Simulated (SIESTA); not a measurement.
## Pt under changes of volume

One of the cells (15.080 Å³/atom); the others are scaled copies at fixed shape and fractional positions:

```
Pt
1.0
     0.00000    1.96090    1.96090
     1.96090    0.00000    1.96090
     1.96090    1.96090    0.00000
Pt
1
Direct
  0.00000 0.00000 0.00000
```

| Quantity | Value |
| --- | --- |
| Program | SIESTA 5.4.2 |
| Functional | LDA |
| Potentials or basis | PseudoDojo 0.4 standard (LDA files) |
| Basis | DZP (energy shift 0.003 Ry; two zetas on semicore shells) |
| Grid cutoff | 800 Ry |
| Energy shift | 0.003 Ry |
| k mesh | 12 × 12 × 12 |
| Occupations | fermi-dirac, width 0.05 eV |
| Spin | no spin polarisation |

| volume (Å³/atom) | energy over the lowest point (meV/atom) | pressure (GPa) |
| --- | --- | --- |
| 14.175 | 38.47 | 18.4 |
| 14.477 | 11.82 | 10.2 |
| 14.778 | 0.00 | 2.7 |
| 15.080 | ? | ? |
| 15.381 | 13.54 | -9.2 |
| 15.683 | 35.85 | -14.2 |
| 15.985 | 66.84 | -18.4 |

**Question.** What does the run at 15.080 Å³/atom give?

**Answer.** Energy over the lowest point 1.15 meV/atom; pressure -3.6 GPa.

Worked out: A Birch-Murnaghan fit of order 3 (a polynomial in V^(-2/3)) to the other rows has its minimum at 14.90 Å³/atom with B0 = V·E''(V) = 321 GPa and B' = 5.6. It gives 1.13 meV/atom at 15.080 Å³/atom, against the run's 1.15, and -dE/dV = -3.7 GPa, against -3.6.

Energies are extrapolated to zero smearing.

Caveats: short orbitals over semicore shells can move pressures by several GPa; the basis of atomic orbitals isn't converged, which shifts pressures, moduli and gaps.
